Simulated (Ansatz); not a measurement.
# LiH: the cost of one run

The runs shown are made with Ansatz 0.2.0. G0W0, plane waves. Spin-unpolarised throughout. Whether this structure exists isn't addressed.

## (1) The structure to begin with

The cell was relaxed beforehand with r2SCAN.

Space group P6_3/mmc (No. 194), hexagonal; conventional cell a = 2.782 Å, c = 4.873 Å, 8.16 Å³ an atom. Near Li stand 6 H at 2.02 Å; near H stand 6 Li at 2.02 Å.

Structure file:

```
Li H
1.0
     2.78155    0.00000    0.00000
    -1.39077    2.40889    0.00000
     0.00000    0.00000    4.87296
Li H
2 2
Direct
  0.00000 0.00000 0.00000
  0.00000 0.00000 0.50000
  0.33333 0.66667 0.25000
  0.66667 0.33333 0.75000
```

## (2) 53 empty bands, 80 eV

Contents of input.yaml:

```yaml
crystal:
  lattice:
    - [2.7815484418, 0.0, 0.0]
    - [-1.3907742209, 2.4088916124, 0.0]
    - [0.0, 0.0, 4.8729606993]
  atoms:
    - { symbol: Li, position: [0.0, 0.0, 0.0] }
    - { symbol: Li, position: [0.0, 0.0, 0.5] }
    - { symbol: H, position: [0.3333333333, 0.6666666667, 0.25] }
    - { symbol: H, position: [0.6666666667, 0.3333333333, 0.75] }
kpoints:
  mp_grid: { grid: [6, 6, 4] }
hamiltonian:
  xc: pbe
scf:
  occupations: { method: fixed }
gw:
  n_empty_bands: 53
  ecut_chi: 80
  qp_bands: [v2, c2]
  qp_kpoints: band_edges
  screening: { model: contour_deformation }
```

The run is started by

```sh
$ ansatz run input.yaml --threads 2 --pin off --max-ram 3686MiB --backend cpu --events-out ev --progress --plain --runs-dir out
```

Q: Estimate wall time and peak memory on 2 threads of Intel Xeon Platinum 8259CL at 2.50GHz (Skylake/Cascade Lake), shared host.

About 7.5 s, with a peak of 0.35 GiB.
